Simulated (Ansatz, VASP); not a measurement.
Ge2Sb2Te5: VASP beside Ansatz

```xyz
9
Lattice="6.8391 -3.0660 0.0000 6.8391 3.0660 0.0000 -6.8310 0.0000 6.8476" Properties=species:S:1:pos:R:3 pbc="T T T"
Te    5.4948    0.0000    2.6461
Te    9.5385    0.0000    1.3429
Te    0.0699    0.0000    0.0441
Te   -2.7069    0.0000    5.5452
Te    1.3918    0.0000    4.0888
Sb    8.3181    0.0000    4.0255
Sb   -1.3207    0.0000    2.8579
Ge    2.6055    0.0000    1.2862
Ge    6.7274    0.0000    0.0756
```

The cell comes from a database or a generator and needn't be the stable form of this composition.

Alike in both runs: task band structure; functional PBE; k mesh 5 × 5 × 4; occupations fermi-dirac, width 0.05 eV; no spin polarisation.

|  | VASP | Ansatz |
| --- | --- | --- |
| version | VASP 6.6.1 | Ansatz 0.2.0 |
| potentials or method | VASP PAW PBE potentials, release 64 (Te, Sb, Ge_d) | Ansatz PAW |
| plane-wave cutoff (eV) | 520 | 420 |
| valence electrons in the cell | 68 | 138 |

```tsv
	VASP	Ansatz	Ansatz less VASP
gap on the k mesh at the Fermi level (eV)	0.26	0.26	+0.003
least direct gap on the mesh (eV)	0.32	0.33	+0.003
pressure (GPa)	-0.1	-0.1	+0.02
largest component of the traceless stress (GPa)	0.28	0.26	-0.017
rms of the force components (eV/Å)	0.057	0.059	+0.0023
```

Atom by atom the forces differ by 0.005 eV/Å (rms over components). The functional is the same, so the differences come from potentials, cutoffs and numerics. The two sets of potentials don't hold the same shells in valence.

Caveats: spin-orbit coupling is left out, which moves the levels of the heavy elements; the mesh misses the band edges, which the band path finds closer together (VASP); the k mesh misses the band edges, so the gap on the mesh is wider than the one along the path (Ansatz).
